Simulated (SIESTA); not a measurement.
PbS:

```
Pb S
1.0
     2.07995   -5.99130    0.00000
     2.07995    5.99130    0.00000
     0.00000    0.00000    4.27932
Pb S
2 2
Direct
  0.13056 0.86944 0.25000
  0.86944 0.13056 0.75000
  0.35480 0.64520 0.25000
  0.64520 0.35480 0.75000
```

Measurements of this composition are mostly on another form, of space group No. 225.

| Item | Value |
| --- | --- |
| Program | SIESTA 5.4.2 |
| Task | relaxation of cell and atoms |
| Functional | PBE |
| Potentials or basis | PseudoDojo 0.4 standard (PBE files) |
| Basis | DZ (energy shift 0.003 Ry; two zetas on semicore shells) |
| Grid cutoff | 500 Ry |
| Energy shift | 0.003 Ry |
| k mesh | 7 × 7 × 6 |
| Occupations | fermi-dirac, width 0.05 eV |
| Spin | no spin polarisation |

At the start: pressure 3.5 GPa; volume 26.66 Å³/atom.

**Question.** How do energy, volume and symmetry change on relaxing?

**Answer.** Over 20 steps the energy falls by 23.8 meV/atom and the volume is 27.44 Å³/atom (+2.9 %); space group Cmcm (No. 63, to 0.05 Å).

Step by step:
| step | energy change (eV) | largest force (eV/Å) | pressure (GPa) | volume (Å³) |
| --- | --- | --- | --- | --- |
| 1 | 0.0000 | 0.7886 | 3.50 | 106.65 |
| 2 | -0.0351 | 0.5945 | 2.76 | 107.32 |
| 3 | -0.0886 | 0.0708 | 0.60 | 109.57 |
| 4 | -0.0903 | 0.0175 | 0.25 | 110.01 |
| 5 | -0.0907 | 0.0253 | 0.11 | 110.20 |
| 6 | -0.0915 | 0.0384 | -0.07 | 110.51 |
| 7 | -0.0924 | 0.0363 | -0.21 | 110.80 |
| 8 | -0.0930 | 0.0129 | -0.23 | 110.89 |
| 9 | -0.0932 | 0.0268 | -0.16 | 110.80 |
| 10 | -0.0933 | 0.0343 | -0.09 | 110.68 |
| 11 | -0.0936 | 0.0404 | 0.00 | 110.48 |
| 12 | -0.0941 | 0.0434 | 0.10 | 110.19 |
| 13 | -0.0946 | 0.0330 | 0.12 | 109.97 |
| 14 | -0.0948 | 0.0203 | 0.05 | 109.97 |
| 15 | -0.0948 | 0.0135 | -0.01 | 110.03 |
| 16 | -0.0949 | 0.0106 | -0.04 | 110.06 |
| 17 | -0.0949 | 0.0131 | -0.08 | 110.10 |
| 18 | -0.0950 | 0.0177 | -0.11 | 110.07 |
| 19 | -0.0952 | 0.0158 | -0.10 | 109.93 |
| 20 | -0.0953 | 0.0063 | -0.05 | 109.75 |

Final structure:
```cif
data_structure
_symmetry_space_group_name_H-M 'P 1'
_symmetry_Int_Tables_number 1
_cell_length_a 6.3496
_cell_length_b 6.3496
_cell_length_c 4.3920
_cell_angle_alpha 90.000
_cell_angle_beta 90.000
_cell_angle_gamma 141.701
_cell_volume 109.75
loop_
_atom_site_label
_atom_site_type_symbol
_atom_site_fract_x
_atom_site_fract_y
_atom_site_fract_z
_atom_site_occupancy
Pb1 Pb 0.12552 0.87448 0.25000 1
Pb2 Pb 0.87448 0.12552 0.75000 1
S1 S 0.35954 0.64046 0.25000 1
S2 S 0.64046 0.35954 0.75000 1
```

Caveat: the basis has no polarisation orbitals; the basis of atomic orbitals isn't converged, which shifts pressures, moduli and gaps.
